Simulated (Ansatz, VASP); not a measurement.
## Se: VASP beside Ansatz

```
CELL_PARAMETERS angstrom
4.39512 0.00000 0.00000
-2.19756 3.80628 0.00000
0.00000 0.00000 4.98641
ATOMIC_POSITIONS crystal
Se 0.22540 0.00000 0.33333
Se 0.00000 0.22540 0.66667
Se 0.77460 0.77460 0.00000
```

Change from the starting cell: volume scaled by 1.02.

Alike in both runs: task single point; functional LDA; k mesh 6 × 6 × 5; occupations fermi-dirac, width 0.03 eV; no spin polarisation.

|  | VASP | Ansatz |
| --- | --- | --- |
| version | VASP 6.6.1 | Ansatz 0.2.0 |
| potentials or method | VASP PAW LDA potentials, release 64 (Se), cutoff 520 eV | all-electron LAPW, scalar-relativistic |

```tsv
	VASP	Ansatz	Ansatz less VASP
gap on the k mesh at the Fermi level (eV)	1.19	1.20	+0.010
pressure (GPa)	-2.1	-2.3	-0.19
largest component of the traceless stress (GPa)	0.52	0.45	-0.075
rms of the force components (eV/Å)	0.036	0.008	-0.0274
```

Atom by atom the forces differ by 0.027 eV/Å (rms over components). Ansatz ran all-electron here, so the differences hold the error of VASP's frozen core and of both bases.

Caveats: an odd mesh through Γ misses points on the zone boundary, where band edges often lie.
